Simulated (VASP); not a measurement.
Write the native input for VASP 6.6.1 that does the following.

| Item | Value |
| --- | --- |
| Task | band structure |
| Functional | LDA |
| Potentials or basis | VASP PAW LDA potentials, release 64 (Te, Mo_sv) |
| Cutoff | 520 eV |
| k mesh | 12 × 12 × 1 |
| Occupations | gaussian, width 0.03 eV |
| Spin | no spin polarisation |
| Dipole correction | yes |
| Further INCAR settings | ALGO = Normal; EDIFF = 1e-06; NBANDS = 20 |

The structure of Te2Mo lies in POSCAR:

```
Te2Mo                                   
1.0
    3.5025290825      0.0000000000      0.0000000000
   -1.7512645413      3.0332791673      0.0000000000
    0.0000000000      0.0000000000     21.6051888000
  Te              Mo            
     2     1
Direct
     0.3333333300000021    0.6666666699999979    0.4158430858621642
     0.3333333300000021    0.6666666699999979    0.5841569141378358
     0.6666666699999979    0.3333333300000021    0.5000000000000000
```

One way to write it, as run:

INCAR

```
PREC = Accurate ; ENCUT = 520
EDIFF = 1E-6 ; ISMEAR = 0
SIGMA = 0.03 ; LREAL = False
LASPH = True ; NELM = 80
ALGO = Normal ; ISIF = 2
LWAVE = False ; LCHARG = False
LMAXMIX = 4 ; LDIPOL = True
IDIPOL = 3 ; DIPOL = 0.5 0.5 0.500
GGA = CA ; NBANDS = 20
LVHAR = True ; LVACPOTAV = True
```

KPOINTS

```
regular mesh
0
Gamma
  12 12 1
```

KPOINTS_OPT

```
explicit points
67
Reciprocal
 0.0000000000  0.0000000000  0.0000000000 1
 0.0357142900  0.0000000000  0.0000000000 1
 0.0714285700  0.0000000000  0.0000000000 1
 0.1071428600  0.0000000000  0.0000000000 1
 0.1428571400  0.0000000000  0.0000000000 1
 0.1785714300  0.0000000000  0.0000000000 1
 0.2142857100  0.0000000000  0.0000000000 1
 0.2500000000  0.0000000000  0.0000000000 1
 0.2857142900  0.0000000000  0.0000000000 1
 0.3214285700  0.0000000000  0.0000000000 1
 0.3571428600  0.0000000000  0.0000000000 1
 0.3928571400  0.0000000000  0.0000000000 1
 0.4285714300  0.0000000000  0.0000000000 1
 0.4642857100  0.0000000000  0.0000000000 1
 0.5000000000  0.0000000000  0.0000000000 1
 0.4791666700  0.0416666700  0.0000000000 1
 0.4583333300  0.0833333300  0.0000000000 1
 0.4375000000  0.1250000000  0.0000000000 1
 0.4166666700  0.1666666700  0.0000000000 1
 0.3958333300  0.2083333300  0.0000000000 1
 0.3750000000  0.2500000000  0.0000000000 1
 0.3541666700  0.2916666700  0.0000000000 1
 0.3333333300  0.3333333300  0.0000000000 1
 0.3137254900  0.3137254900  0.0000000000 1
 0.2941176500  0.2941176500  0.0000000000 1
 0.2745098000  0.2745098000  0.0000000000 1
 0.2549019600  0.2549019600  0.0000000000 1
 0.2352941200  0.2352941200  0.0000000000 1
 0.2156862700  0.2156862700  0.0000000000 1
 0.1960784300  0.1960784300  0.0000000000 1
 0.1764705900  0.1764705900  0.0000000000 1
 0.1568627500  0.1568627500  0.0000000000 1
 0.1372549000  0.1372549000  0.0000000000 1
 0.1176470600  0.1176470600  0.0000000000 1
 0.0980392200  0.0980392200  0.0000000000 1
 0.0784313700  0.0784313700  0.0000000000 1
 0.0588235300  0.0588235300  0.0000000000 1
 0.0392156900  0.0392156900  0.0000000000 1
 0.0196078400  0.0196078400  0.0000000000 1
 0.0000000000  0.0000000000  0.0000000000 1
 0.0000000000  0.0000000000  0.0000000000 1
 0.0067192700 -0.0033596300  0.0000000000 1
-0.0067192700  0.0033596300  0.0000000000 1
 0.0195978600 -0.0097989300  0.0000000000 1
-0.0195978600  0.0097989300  0.0000000000 1
 0.0000000000  0.0058190600  0.0000000000 1
-0.0000000000 -0.0058190600  0.0000000000 1
 0.0000000000  0.0169722500  0.0000000000 1
-0.0000000000 -0.0169722500  0.0000000000 1
 0.5000000000  0.0000000000  0.0000000000 1
 0.5067192700 -0.0033596300  0.0000000000 1
 0.4932807300  0.0033596300  0.0000000000 1
 0.5195978600 -0.0097989300  0.0000000000 1
 0.4804021400  0.0097989300  0.0000000000 1
 0.5000000000  0.0058190600  0.0000000000 1
 0.5000000000 -0.0058190600  0.0000000000 1
 0.5000000000  0.0169722500  0.0000000000 1
 0.5000000000 -0.0169722500  0.0000000000 1
 0.3333333300  0.3333333300  0.0000000000 1
 0.3400526000  0.3299737000  0.0000000000 1
 0.3266140600  0.3366929600  0.0000000000 1
 0.3529311900  0.3235344000  0.0000000000 1
 0.3137354700  0.3431322600  0.0000000000 1
 0.3333333300  0.3391523900  0.0000000000 1
 0.3333333300  0.3275142700  0.0000000000 1
 0.3333333300  0.3503055800  0.0000000000 1
 0.3333333300  0.3163610800  0.0000000000 1
```

Potentials or basis: VASP PAW LDA potentials, release 64 (Te, Mo_sv).

Command:

```console
$ cat potpaw_LDA.64/Te/POTCAR potpaw_LDA.64/Mo_sv/POTCAR > POTCAR
$ mpirun -np 1 vasp_std > vasp.out
```

Results of the run:

The largest force is 0.462 eV/Å, the band gap on the k mesh is 1.19 eV, direct and the band gap along the path is 1.19 eV, direct. The ionisation potential of the upper face is 5.13 eV.

Caveat: spin-orbit coupling is left out, which moves the levels of the heavy elements.

It took 2.9 min on 1 thread of Intel(R) Xeon(R) Platinum 8488C (Sapphire Rapids), on a shared host, peak memory 0.36 GiB.
